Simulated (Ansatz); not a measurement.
Si:

```
Si
1.0
     0.00000    2.72185    2.72185
     2.72185    0.00000    2.72185
     2.72185    2.72185    0.00000
Si
2
Cartesian
  2.7219 2.7219 2.7219
  4.0828 4.0828 4.0828
```

* Program: Ansatz 0.2.0
* Task: relaxation of cell and atoms
* Functional: revPBE
* Dispersion: D3(BJ)
* Potentials or basis: all-electron LAPW, scalar-relativistic
* Basis error allowed: 0.001 eV/atom
* k mesh: 8 × 8 × 8
* Occupations: fermi-dirac, width 0.05 eV
* Spin: no spin polarisation

At the start: volume 20.16 Å³/atom.

Task: How do energy, volume and symmetry change on relaxing?

Result: Over 4 steps the energy falls by 4.2 meV/atom and the volume is 19.61 Å³/atom (-2.8 %); space group Fd-3m (No. 227, to 0.05 Å).

The path:
```csv
step,energy change (eV),largest force (eV/Å),volume (Å³)
1,0.0000,0.0000,40.33
2,-0.0078,0.0000,39.53
3,-0.0085,0.0000,39.21
4,-0.0085,0.0000,39.21
```

Final structure:
```
Si
1.0
     0.00000    2.69648    2.69648
     2.69648    0.00000    2.69648
     2.69648    2.69648    0.00000
Si
2
Direct
  0.50000 0.50000 0.50000
  0.75000 0.75000 0.75000
```
